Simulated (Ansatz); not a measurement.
Crystal: Ir.

```
Ir
1.0
     0.00000    1.91560    1.91560
     1.91560    0.00000    1.91560
     1.91560    1.91560    0.00000
Ir
1
Direct
  0.00000 0.00000 0.00000
```

Program: Ansatz 0.2.0. Alike in all runs: cell as given.

Question: Order these runs on this cell by their pressure, lowest first.
A. level BLYP; potentials or basis all-electron LAPW, scalar-relativistic; spin off; k mesh 12 × 12 × 12; cutoff (eV) 284; smearing fermi-dirac 0.05 eV; basis error allowed 0.001 eV/atom; mesh quality not flagged
B. level PBE; potentials or basis all-electron LAPW, scalar-relativistic; spin off; k mesh 5 × 5 × 5; cutoff (eV) 263; smearing fermi-dirac 0.06 eV; basis error allowed 0.002 eV/atom; mesh quality coarse
C. level PBE; potentials or basis all-electron LAPW, relativistic spinors; spin SOC, no magnetisation; k mesh 9 × 9 × 9; cutoff (eV) 284; smearing fermi-dirac 0.05 eV; basis error allowed 0.001 eV/atom; mesh quality coarse
D. level PBEsol; potentials or basis all-electron LAPW, relativistic spinors; spin SOC, no magnetisation; k mesh 9 × 9 × 9; cutoff (eV) 284; smearing fermi-dirac 0.05 eV; basis error allowed 0.001 eV/atom; mesh quality coarse

Answer: D (-0.2 GPa), C (11.6 GPa), B (16.2 GPa), A (28.7 GPa).

Caveats: some runs use coarse meshes; the k mesh is thin for a metal, which can move the energy by tens of meV per atom (some runs); so large a pressure means that the cell lies far from this level's equilibrium, or that cutoff or potentials fall short (some runs); a pressure of tens of GPa on the cell as given is suspect, and the run, the potentials or the cell itself is likely at fault (some runs).
